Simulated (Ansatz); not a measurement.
Input of an Ansatz 0.2.0 run:

File input.yaml:

```yaml
crystal:
  lattice:
    - [2.8273666084, 1.6323808724, 2.3183934932]
    - [-2.8273666084, 1.6323808724, 2.3183934932]
    - [0.0, -3.2647617449, 2.3183934932]
  atoms:
    - { symbol: Ba, position: [0.0, 0.0, 0.0] }
    - { symbol: Ti, position: [0.4845, 0.4845, 0.4845] }
    - { symbol: O, position: [0.5086, 0.0175, 0.5086] }
    - { symbol: O, position: [0.0175, 0.5086, 0.5086] }
    - { symbol: O, position: [0.5086, 0.5086, 0.0175] }
kpoints:
  mp_grid: { grid: [7, 7, 7] }
  band_path:
    path:
      - [0.0, 0.0, 0.0]
      - [0.5, 0.0, 0.0]
      - [0.5, 0.4971712123, -0.4971712123]
    npoints: 10
scf:
  occupations: { method: fermi_dirac, width: 0.05 }
hamiltonian:
  xc: pbesol
  pseudopotentials: { kind: all_electron, lapw: { basis_error: 0.002 } }
output:
  forces: true
  stress: true
  eigenvalues: true
```

Potentials or basis: all-electron LAPW, scalar-relativistic.

Launch:

```bash
$ ansatz run input.yaml --threads 4 --pin off --max-ram 12288MiB --backend cpu --events-out ev --progress --plain --runs-dir out
```

Problem. What does it give for the pressure?

Solution. -1.2 GPa.

Problem. What does it give for the band gap along the path?

Solution. 2.39 eV, indirect (least direct gap 2.74 eV).

Problem. Predict the band gap on the k mesh.

Solution. 2.45 eV, indirect (least direct gap 2.75 eV).

Problem. Predict the largest force.

Solution. 0.144 eV/Å.

Forces in eV/Å, atoms in the order of the input:
```
Ba   0.000  0.000 -0.144
Ti   0.000  0.000  0.066
O    0.054 -0.031  0.026
O   -0.054 -0.031  0.026
O    0.000  0.062  0.026
```

Caveat: spin-orbit coupling is left out, which moves the levels of the heavy elements.
